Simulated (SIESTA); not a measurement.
Sb:

```
Sb
1.0
     2.15420    1.24373    3.75800
    -2.15420    1.24373    3.75800
     0.00000   -2.48746    3.75800
Sb
2
Direct
  0.76651 0.76651 0.76651
  0.23349 0.23349 0.23349
```

Base run:

```yaml
Program: SIESTA 5.4.2
Functional: PBE
Potentials_or_basis: SG15 1.2 (PBE files) or PseudoDojo by element
Basis: DZP (energy shift 0.003 Ry; two zetas on semicore shells)
Grid_cutoff: 500 Ry
Energy_shift: 0.003 Ry
k_mesh: 8 × 8 × 8
Occupations: fermi-dirac, width 0.05 eV
Spin: no spin polarisation
```

Its results: band gap on the k mesh none (metal or under the smearing width); pressure 4.5 GPa; largest force 0.365 eV/Å.

Task: The run is repeated on the same cell with these changes: functional from PBE to PBEsol; potentials or basis from SG15 1.2 (PBE files) or PseudoDojo by element to PseudoDojo 0.4 standard (PBEsol files). What comes out?

Result: Band gap on the k mesh none (metal or under the smearing width); pressure 0.9 GPa; largest force 0.325 eV/Å.

Caveats: the basis of atomic orbitals isn't converged, which shifts pressures, moduli and gaps; spin-orbit coupling is left out, which moves the levels of the heavy elements (some runs); the basis holds too few empty states to meet the f-sum rule, so the spectrum is short of weight at high energy (some runs).
